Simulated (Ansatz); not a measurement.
# CdTe (F-43m) in Ansatz: further runs

One crystal, CdTe, is run at these levels: PBE, revPBE+D4, PBE+D4; tasks: single point, relaxation of cell and atoms.

All numbers are computed with Ansatz 0.2.0; they aren't measurements. Logs are shortened: lines on timing, memory, paths and dates and some standing lists are left out, and cuts for length are marked.

**The experiment to reproduce.**

A printed reference work, data compilation reports, for a bulk crystal of CdTe at 0 K: band gap 1.607 eV.

The runs below are set against these values where they give the same quantity.

### Step 1. The structure

Symmetry: F-43m, No. 216, cubic system. Conventional cell: a = 6.410 Å, b = 6.410 Å, c = 6.410 Å, α = 90.00°, β = 90.00°, γ = 90.00°. Te (site symmetry -43m) has 4 Cd at 2.78 Å as nearest neighbours. Around Cd (site symmetry -43m) lie 4 Te at 2.78 Å.

### Step 2. Single point, PBE

input.yaml reads:

```yaml
crystal:
  lattice:
    - [0.0, 3.205, 3.205]
    - [3.205, 0.0, 3.205]
    - [3.205, 3.205, 0.0]
  atoms:
    - { symbol: Te, position: [0.75, 0.75, 0.75] }
    - { symbol: Cd, position: [0.0, 0.0, 0.0] }
kpoints:
  mp_grid: { grid: [7, 7, 7] }
scf:
  occupations: { method: gaussian, width: 0.026 }
hamiltonian:
  xc: pbe
  pseudopotentials: { kind: all_electron, lapw: { basis_error: 0.001 } }
output:
  forces: true
  stress: true
  eigenvalues: true
```

Potentials or basis: all-electron LAPW, scalar-relativistic.

Run with:

```bash
> ansatz run input.yaml --threads 1 --pin off --max-ram 3072MiB --backend cpu --events-out ev --progress --plain --runs-dir out
```

Standard output:

```text
Warning: RAYON_NUM_THREADS=1 ignored (pool sized by the plan → 1); use --threads N
LAPW: plane waves up to 8.257 Å⁻¹, error target 1.0e-3 eV per atom; small_component_spin mean_spin; Cd in spheres of 1.398 Å, 20 of its electrons in bands, Dirac shells []; Te in spheres of 1.378 Å, 24 of its electrons in bands, Dirac shells [] (how accurate: hamiltonian.pseudopotentials.lapw.basis_error, Limitations)
Engine: ansatz 0.2.0, aarch64-unknown-linux-gnu
Pseudopotentials: kind: all_electron
Pseudopotential: Te, LAPW, valence charge 24, lapw/all_electron/scalar/gaussian/Te, Koelling and Harmon's equation, gaussian nucleus
Pseudopotential: Cd, LAPW, valence charge 20, lapw/all_electron/scalar/gaussian/Cd, Koelling and Harmon's equation, gaussian nucleus
Functional definition: PBE
  parameter kappa = 0.804
  parameter beta = 0.06672455060314922
  exchange = pbe_x(kappa = kappa, mu = beta*pi^2/3)
  correlation = pbe_c(beta = beta)
Crystal: 2 atoms, lattice volume = 65.844 Å³
Basis set: ecut = 259.75125083150255 eV, 609 PW (Γ), exchange–correlation at level 2
Bands: 27, of which v1, the nominal top of the filled ones, is band 22 counted from 1 (21 counted from 0)
Symmetry: 24 space group operations
Space group: F-43m (ITA 216), of the structure as read, at distance tolerance 4.0e-5 Å
k-points: 20 of 343 (time reversal used)
Non-local potential: Te, projectors of the file, none
Non-local potential: Cd, projectors of the file, none
Initial density: superposition of atomic densities (chi_scale 0.1, normalization cell, long waves kept (reshape's long-wave potential 0.00 eV rms))
Initial wavefunctions: plane waves of lowest kinetic energy (no species holds an atomic orbital)
Functional: x = pbe(κ = 0.804, μ = 0.2195149727645171), c = pbe(β = 0.06672455060314922)
iter 1 solved again at ethr=1.27e-3 eV; its pass at ethr=1.00e-1 eV (dr2=5.61e-1 eV) is discarded
SCF iter   1: F=—  HF=-337120.881406 eV  |F-HF|=—  |Δ(HF+E_count)|=         —  Δρ=2.05e-2  dr2=5.62e-1  ethr=1.27e-3  ⟨swp⟩=2.0  Hψ=3488  notcnv=0
preconditioner: auto → none  [insulator: Δε(μ)=1.155 eV  Ē_g=11.769 eV  σ=0.026 eV  W_gap=1.00  n_scr=14 (ndim 8)  ℏωp=19.4 eV  f_vac=0.195  D(μ)=0.00/eV (n_scr^D=0)  ε∞_Penn≈3.7]
iter 2 solved again at ethr=4.92e-5 eV; its pass at ethr=1.27e-3 eV (dr2=2.16e-2 eV) is discarded
SCF iter   2: F=—  HF=-337120.677069 eV  |F-HF|=—  |Δ(HF+E_count)|=   2.04e-1  Δρ=6.31e-3  dr2=2.17e-2  ethr=4.92e-5  ⟨swp⟩=2.0  Hψ=2842  notcnv=0
SCF iter   3: F=—  HF=-337120.653411 eV  |F-HF|=—  |Δ(HF+E_count)|=   2.37e-2  Δρ=3.73e-3  dr2=8.83e-3  ethr=4.92e-5  ⟨swp⟩=2.5  Hψ=1650  notcnv=0
SCF iter   4: F=—  HF=-337120.653354 eV  |F-HF|=—  |Δ(HF+E_count)|=   5.64e-5  Δρ=1.34e-3  dr2=1.29e-3  ethr=2.01e-5  ⟨swp⟩=2.0  Hψ=1583  notcnv=0
SCF iter   5: F=—  HF=-337120.653475 eV  |F-HF|=—  |Δ(HF+E_count)|=   1.21e-4  Δρ=2.26e-4  dr2=2.59e-5  ethr=2.93e-6  ⟨swp⟩=2.0  Hψ=1555  notcnv=0
SCF iter   6: F=—  HF=-337120.653493 eV  |F-HF|=—  |Δ(HF+E_count)|=   1.76e-5  Δρ=3.93e-5  dr2=8.76e-7  ethr=5.88e-8  ⟨swp⟩=3.0  Hψ=1567  notcnv=0
SCF iter   7: F=-337120.653496 eV  HF=-337120.653496 eV  |F-HF|=4.34e-8  |Δ(HF+E_count)|=   2.65e-6  Δρ=4.51e-6  dr2=1.52e-8  ethr=1.99e-9  ⟨swp⟩=3.0  Hψ=1632  notcnv=0
SCF 1 converged in 7 iterations: F = -337120.653496 eV  dr2 = 1.52e-8
SCF converged after 7 iterations
Free energy (F): -337120.653496 eV
Harris-Foulkes:  -337120.653496 eV  (|F-HF|=4.34e-8)
Internal energy: -337120.653496 eV  (E = F + TS)
E sigma→0 (E₀):  -337120.653496 eV
Fermi energy:    9.784136 eV
--- Per-component energies (eV) ---
  E_band       = -1620.511840
  E_kinetic    = 354736.799660
  E_xc         = -9001.873278
  E_electrostatic = -682855.579877  (all electrons and nuclei)
  E_smearing   = -0.000000  (= −TS)
  E_closure    = 0.000000  (closes the sum)
  E_atoms      = -337115.932394  (free atoms, spherical and without spin; not in F)
  Σ components = -337120.653496   (vs F -337120.653496, Δ=0.00e0)
  Basis errors (estimates in eV, not in F): energy 4.3e-4 per atom: plane waves 4.0e-4 (2.3e-4 summed), levels above the bands 0.0e0, relativity 8.5e-8, radial functions 3.2e-5, core shells 4.2e-7; eigenvalues (radial functions only) 1.2e-6; not estimated: angular momenta, meshes, grids; target (lapw.basis_error) 1.0e-3; muffin-tin radii Cd 1.398 Å, Te 1.378 Å
--- Forces (eV/Å), atoms counted from 1 ---
  atom   1  Te    -0.00000000     0.00000000     0.00000000
  atom   2  Cd     0.00000000    -0.00000000    -0.00000000
  max |Σ_I F_I| component: 3.24e-17 eV/Å
--- Stress (GPa, compression-positive) ---
        4.259424      -0.000000       0.000000
       -0.000000       4.259424       0.000000
        0.000000       0.000000       4.259424
  P = ⅓ Tr σ = 4.2594 GPa (42.594 kbar)
--- Band table (eV; the first three rows and the last of 20) ---
  k-point 0: bands = ["-149.3646", "-99.4040", "-99.4040", "-99.4040", "-92.8601", "-53.9213", "-53.9213", "-53.9213", "-26.7464", "-26.7464", "-26.7464", "-26.7370", "-26.7370", "-2.0203", "0.9485", "0.9485", "0.9485", "1.2344", "1.2344", "9.3475", "9.3475", "9.3475", "10.2199", "13.9443", "13.9443", "13.9443", "16.8474"]
  k-point 1: bands = ["-149.3646", "-99.4040", "-99.4040", "-99.4040", "-92.8601", "-53.9214", "-53.9213", "-53.9213", "-26.7465", "-26.7464", "-26.7464", "-26.7370", "-26.7370", "-1.9393", "0.9641", "0.9641", "1.0109", "1.2332", "1.2332", "7.8761", "9.1609", "9.1609", "11.1859", "13.9922", "14.2218", "14.2218", "17.7253"]
  k-point 2: bands = ["-149.3646", "-99.4040", "-99.4040", "-99.4040", "-92.8601", "-53.9214", "-53.9214", "-53.9214", "-26.7465", "-26.7462", "-26.7462", "-26.7370", "-26.7370", "-1.7566", "0.9956", "0.9956", "1.2275", "1.2350", "1.2350", "6.1312", "8.8033", "8.8033", "11.3730", "14.5637", "14.5637", "15.1660", "17.5084"]
  k-point 19: bands = ["-149.3646", "-99.4040", "-99.4040", "-99.4040", "-92.8601", "-53.9214", "-53.9214", "-53.9214", "-26.7466", "-26.7463", "-26.7458", "-26.7370", "-26.7367", "-1.4729", "1.0742", "1.0903", "1.1998", "1.2371", "1.8307", "5.0196", "6.6930", "7.4198", "13.0713", "14.2046", "15.3099", "16.1036", "18.3367"]
```

It took 12 s on 1 thread of Arm Neoverse V2, shared host; peak memory 0.29 GiB.

What came out:

```yaml
Free_energy: -337120.6535 eV
Pressure: 4.3 GPa
Band_gap_on_the_k_mesh: 0.87 eV, direct
```

Levels at points of the mesh, in eV from the valence-band top:
| k point | band 20 | band 21 | band 22 | band 23 | band 24 | band 25 |
| --- | --- | --- | --- | --- | --- | --- |
| (0.00, 0.00, 0.00) | 0.00 | 0.00 | 0.00 | 0.87 | 4.60 | 4.60 |

Caveat: spin-orbit coupling is left out, which moves the levels of the heavy elements.

### Step 3. Relaxation of cell and atoms, revPBE+D4

Edit input.yaml of step 2 so:

```diff
@@ -11,5 +11,6 @@
 scf:
-  occupations: { method: gaussian, width: 0.026 }
+  occupations: { method: fermi_dirac, width: 0.05 }
 hamiltonian:
-  xc: pbe
+  xc: revpbe
+  dispersion: d4
   pseudopotentials: { kind: all_electron, lapw: { basis_error: 0.001 } }
@@ -18,2 +19,5 @@
   stress: true
-  eigenvalues: true
+relax:
+  f_tol: 0.005
+  max_steps: 60
+  cell: {}
```

Potentials or basis: all-electron LAPW, scalar-relativistic.

Run with:

```bash
> ansatz run input.yaml --threads 1 --pin off --max-ram 3072MiB --backend cpu --events-out ev --progress --plain --runs-dir out
```

Wall time 43 s (1 thread of Arm Neoverse V2, shared host); peak memory 0.31 GiB.

It converged, with:

```yaml
Free_energy: -337134.0571 eV
Relaxed_volume: 34.54 Å³/atom
Relaxed_cell: a = 4.606 Å, b = 4.606 Å, c = 4.606 Å, α = 60.00°, β = 60.00°, γ = 60.00°
Space_group_after_relaxing_to_0.05_Å: F-43m (No. 216)
Energy_gained_by_relaxing: 10.3 meV/atom
Ionic_steps: 5
Pressure_after_relaxing: 0.0 GPa
Band_gap_on_the_k_mesh: 0.84 eV
```

The path:
```tsv
step	energy change (eV)	largest force (eV/Å)	volume (Å³)
1	0.0000	0.0000	65.84
2	-0.0151	0.0000	70.88
3	-0.0205	0.0000	69.25
4	-0.0205	0.0000	69.08
5	-0.0205	0.0000	69.08
```

Final structure:
```xyz
2
Lattice="0.0000 3.2567 3.2567 3.2567 0.0000 3.2567 3.2567 3.2567 0.0000" Properties=species:S:1:pos:R:3 pbc="T T T"
Te    4.8850    4.8850    4.8850
Cd    0.0000    0.0000    0.0000
```

Caveat: spin-orbit coupling is left out, which moves the levels of the heavy elements; an odd mesh through Γ misses points on the zone boundary, where band edges often lie.

### Step 4. Relaxation of cell and atoms, PBE+D4

Edit input.yaml of step 3 so:

```diff
@@ -13,3 +13,3 @@
 hamiltonian:
-  xc: revpbe
+  xc: pbe
   dispersion: d4
```

Run with:

```bash
> ansatz run input.yaml --threads 1 --pin off --max-ram 3072MiB --backend cpu --events-out ev --progress --plain --runs-dir out
```

Run time: 43 s. Hardware: 1 thread of Arm Neoverse V2, shared host; peak memory 0.31 GiB.

It converged, with:

* Free energy: -337121.4146 eV
* Relaxed volume: 34.58 Å³/atom
* Relaxed cell: a = 4.607 Å, b = 4.607 Å, c = 4.607 Å, α = 60.00°, β = 60.00°, γ = 60.00°
* Space group after relaxing (to 0.05 Å): F-43m (No. 216)
* Energy gained by relaxing: 11.0 meV/atom
* Ionic steps: 5
* Pressure after relaxing: 0.0 GPa
* Band gap on the k mesh: 0.72 eV

Step by step:
| step | energy change (eV) | largest force (eV/Å) | volume (Å³) |
| --- | --- | --- | --- |
| 1 | 0.0000 | 0.0000 | 65.84 |
| 2 | -0.0154 | 0.0000 | 71.13 |
| 3 | -0.0219 | 0.0000 | 69.34 |
| 4 | -0.0220 | 0.0000 | 69.15 |
| 5 | -0.0220 | 0.0000 | 69.15 |

Final structure:
```
Te Cd
1.0
     0.00000    3.25783    3.25783
     3.25783    0.00000    3.25783
     3.25783    3.25783    0.00000
Te Cd
1 1
Direct
  0.75000 0.75000 0.75000
  0.00000 0.00000 0.00000
```

Caveat: spin-orbit coupling is left out, which moves the levels of the heavy elements; an odd mesh through Γ misses points on the zone boundary, where band edges often lie.

### Step 5. The runs side by side

| task | level | cell | cutoff (eV) | smearing | gap on the mesh (eV) | pressure (GPa) | relaxed volume (Å³/atom) |
| --- | --- | --- | --- | --- | --- | --- | --- |
| single point | PBE | as given | 260 | gaussian 0.026 eV | 0.87 | 4.3 | - |
| relaxation of cell and atoms | revPBE+D4 | relaxed | - | fermi-dirac 0.05 eV | 0.84 | 0.0 | 34.54 |
| relaxation of cell and atoms | PBE+D4 | relaxed | - | fermi-dirac 0.05 eV | 0.72 | 0.0 | 34.58 |

Alike in all rows: potentials or basis all-electron LAPW, scalar-relativistic; no spin polarisation; k mesh 7 × 7 × 7; basis error allowed 0.001 eV/atom.

Caveats: spin-orbit coupling is left out, which moves the levels of the heavy elements; an odd mesh through Γ misses points on the zone boundary, where band edges often lie (some runs).

Compare energies only between runs with the same functional and basis.

### Step 6. How close it comes

Step 2. A measured gap of CdTe is 1.607 eV (0 K; a printed reference work, data compilation); the calculated 0.87 eV misses it by -0.73 eV. Spin-orbit coupling on Cd, Te is left out. The value is that of PBE, without temperature or zero-point motion. Semilocal functionals fall short of measured gaps as a rule.
